How hard must one pull to part two layers of indium selenide, and how much energy does it take before they no longer feel each other? Each layer is a sheet with selenium on both faces and indium inside. The cut runs between two selenium faces, so no In–Se bond breaks, and only the weak hold between closed-shell sheets is at stake. Two limits, layers almost in place and layers far apart, suggest the shape of the answer, and a few readings from the table set its size.

Rigid opening of InSe (R3m, a = 4.000 Å, c = 24.950 Å, cell and atoms not relaxed) along c between two Se faces. Ansatz 0.2.0, PBEsol, plane-wave PAW, scalar-relativistic, no spin polarisation, cutoff 420 eV, k mesh 10×10×2, Gaussian smearing 0.03 eV. Energies are free energies relative to the unopened crystal, per area of the single cut.

| opening (Å) | separation energy (mJ/m²) | traction (GPa (slope of the separation energy)) |
| --- | --- | --- |
| -0.3 | 35.90 | -2.220 |
| -0.15 | 11.20 | -1.130 |
| 0 | 0.00 | -0.420 |
| 0.25 | -1.70 | 0.190 |
| 0.5 | 6.20 | 0.390 |
| 0.75 | 16.30 | 0.400 |
| 1 | 25.40 | 0.320 |
| 1.5 | 37.50 | 0.170 |
| 2 | 43.30 | 0.080 |
| 3 | 47.30 | 0.020 |
| 4.5 | 48.60 | 0.000 |
| 6 | 48.80 | 0.000 |

The separation energy is counted from the supplied crystal, and the traction is its slope, the pull per area that holds the layers at a given opening. At zero opening the traction is negative: the layers push each other apart. By 0.25 Å it has turned positive, and the energy there is slightly below zero. PBEsol therefore prefers a somewhat wider gap than the supplied one. The dip is a small correction to the spacing, and the crystal doesn't fall apart by itself.

Now take the first limit. Close to the preferred spacing, repulsion between the filled shells and attraction balance, and a small displacement upsets the balance in proportion to its size. The pull starts out like that of a spring.

In the other limit the pull must vanish. A functional of this kind sees only the local density and its gradient, so it binds two neutral layers essentially through the overlap of their electron clouds. These clouds thin out roughly exponentially with distance, and so should the pull. A simple curve that obeys both limits is a straight line times an exponential:

$$t=\frac{W}{L}\,x\,e^{-x},\qquad x=\frac{d-d_0}{L}.$$

Here $t$ is the traction, $d$ the opening, $d_0$ the opening at which the layers are at rest, $L$ the range of the pull and $W$ the energy to separate them from rest. Adding up the pull along the way gives the energy,

$$E=P-W(1+x)\,e^{-x},$$

where $P$ is the level that $E$ reaches at wide opening. This shape is known as the universal binding-energy relation. The two limits make it plausible, but they don't prove it, since other curves could join them.

The constants can be read off by eye. The last row gives $P=48.8$ mJ/m². The traction passes through zero at about $d_0=0.15$ Å, slightly before the 0.17 Å that a straight line between the rows would give, because the traction flattens as it rises. It peaks between 0.5 and 0.75 Å, and since $x\,e^{-x}$ is largest at $x=1$, the peak lies one range beyond rest, which makes $L$ about 0.48 Å.

The last constant follows from the zero of energy. At zero opening $x=-0.15/0.48=-0.31$ and $(1+x)e^{-x}=0.94$. For $E$ to vanish there, $W$ must be $48.8/0.94$, or about 52 mJ/m².

Try the rule at an opening of 1 Å, whose energy was not used directly to set the constants. There $x=0.85/0.48=1.77$ and $e^{-x}=0.17$, so $(1+x)e^{-x}=0.47$. The layers still lack $52\times0.47$, or about 24 mJ/m², of the final level. Taking this shortfall from $P$, without rounding along the way, gives an energy of 24.3 mJ/m², against 25.4 in the table, an error of about 4 % of the tabulated value.

At 2 Å, also not used, $x$ is 3.85 and $(1+x)e^{-x}$ has dropped to 0.10. Only about 5 mJ/m² is left to gain, which puts the energy near 43 mJ/m², as in the table. In chemical terms, most of the overlap that binds the layers should be gone about four ranges beyond rest, and further opening costs little.

The same constants give the strongest pull. At $x=1$ the traction is $W/(2.72\,L)$, which comes to 0.40 GPa once 1 mJ/m² per ångström is written as 0.01 GPa. The table's highest value is also 0.40 GPa. The position of the peak was put in, but its height was not. Because the traction is the slope of the same energies, the agreement tests the shape of the curve and is no independent measurement.

This formula shows what makes a crystal hard to part. The energy is the area under the traction curve, so the same energy spent over a shorter range demands a higher peak. The range, in turn, shows up in the stiffness at rest, which on this curve is $W/L^2$. If a neighbouring layered crystal follows the same curve, which this table can't show, its pull could be estimated from two numbers, its separation energy and the stiffness of its gap, with no full scan.

InSe lets us try this shortcut. Between the rows at 0 and 0.25 Å the traction rises by 0.61 GPa, a stiffness of about 240 mJ/m² per square ångström. The square root of $52/240$ gives a range of about 0.47 Å, close to the value read from the peak.

Over all openings above zero the rule misses the energy by at most 1.1 mJ/m², about 2 % of $W$. The printed analysis after this text gives the misses row by row, together with two least-squares fits to these opened rows. One uses the same curve with adjusted constants; the other uses a Morse curve, a difference of two exponentials. Both fit about equally well, so the opened rows don't single out one formula, and the constants are best treated as handy numbers.

Squeezing is where the rule breaks down first. With the layers pushed 0.3 Å together it gives an energy 13 % above the tabulated one, and the fitted Morse curve is much further off. The computed repulsion is softer than either curve predicts. A curve set by how these layers come apart shouldn't be trusted for how they resist being pressed together.

The far end has a subtler fault. At 3 Å the table still has 1.5 mJ/m² to go, while the rule leaves about 1.0. The error is tiny beside the whole energy but large beside what remains, so the rule shouldn't be used for the last trace of attraction.

For real InSe the method of calculation matters far more than these misses. PBEsol lacks the long-range dispersion attraction that dominates the binding between such layers. Real layers should hold on several times more strongly, and their attraction should fade as a power of distance, which an exponential can't follow. The recipe may still help near the peak if it is given a better energy and stiffness, but the table doesn't test that.

Even with a better method, the peak traction would describe an ideal case. It belongs to rigid, flawless layers that part everywhere at once. A real sheet peels from an edge, where the pull is concentrated on a narrow front, so the average stress applied can be much lower. The energy per area carries over to peeling more directly, because each patch of interface must still be separated.

Output of the analysis:

```
Hand rule (energies in mJ/m2, tractions in GPa):
    row        x  (1+x)exp(-x)  energy by rule  rule less computed  traction by rule  traction rule less computed
   -0.3  -0.9375        0.1596           40.51               4.612             -2.59                      -0.3701
  -0.15   -0.625        0.7006           12.42               1.217            -1.263                      -0.1333
    0.0  -0.3125        0.9397               0                   0           -0.4621                     -0.04212
   0.25   0.2083        0.9811          -2.149             -0.4494             0.183                    -0.006992
    0.5   0.7292         0.834           5.489             -0.7106            0.3805                    -0.009511
   0.75     1.25        0.6446           15.32             -0.9768            0.3875                     -0.01254
    1.0    1.771        0.4716           24.31              -1.089            0.3261                     0.006064
    1.5    2.813         0.229           36.91             -0.5901            0.1827                      0.01274
    2.0    3.854        0.1029           43.46               0.158           0.08836                     0.008364
    3.0    5.938       0.01831           47.85              0.5494           0.01695                     -0.00305
    4.5    9.062      0.001167           48.74              0.1394          0.001137                     0.001137
    6.0    12.19     6.717e-05            48.8           -0.003488         6.716e-05                    6.716e-05
W of the hand rule, mJ/m2: 51.93
Energy from lowest row to widest opening, mJ/m2: 50.5
The same in meV per square angstrom: 3.151
Half of it, energy per new face, mJ/m2: 25.25
Zero of traction by straight line between rows 0 and 0.25, angstrom: 0.1721
Traction prefactor W/L, GPa: 1.082
Peak traction by rule W/(e L), GPa: 0.398
Rms energy miss of the rule for openings above 0, mJ/m2: 0.6274
Largest energy miss for openings above 0, mJ/m2: 1.089
Largest traction miss for openings above 0, GPa: 0.01274
Energy still missing to the last row at 3 angstrom, computed, mJ/m2: 1.5
The same by the rule, mJ/m2: 0.9506
fit of separation_energy on 9 rows (opening > 0): coefficient of 1 - (1 + opening/s)*exp(-opening/s) 48.5 +/- 0.13, coefficient of opening*exp(-opening/s) -44.2 +/- 0.98, s 0.47; rms 0.222, worst 3.0 0.366, leave-one-out rms 0.319
  rows outside the fit (model, value, miss): -0.3 40.39, 35.9, 4.49; -0.15 12.19, 11.2, 0.987; 0.0 0, 0, 0
fit of separation_energy on 9 rows (opening > 0): coefficient of 1 - exp(-opening/s) 130.1 +/- 0.73, coefficient of 1 - exp(-2*opening/s) -81.37 +/- 0.66, s 0.6333; rms 0.195, worst 0.25 -0.302, leave-one-out rms 0.332
  rows outside the fit (model, value, miss): -0.3 49.67, 35.9, 13.8; -0.15 14.54, 11.2, 3.34; 0.0 0, 0, 0
```
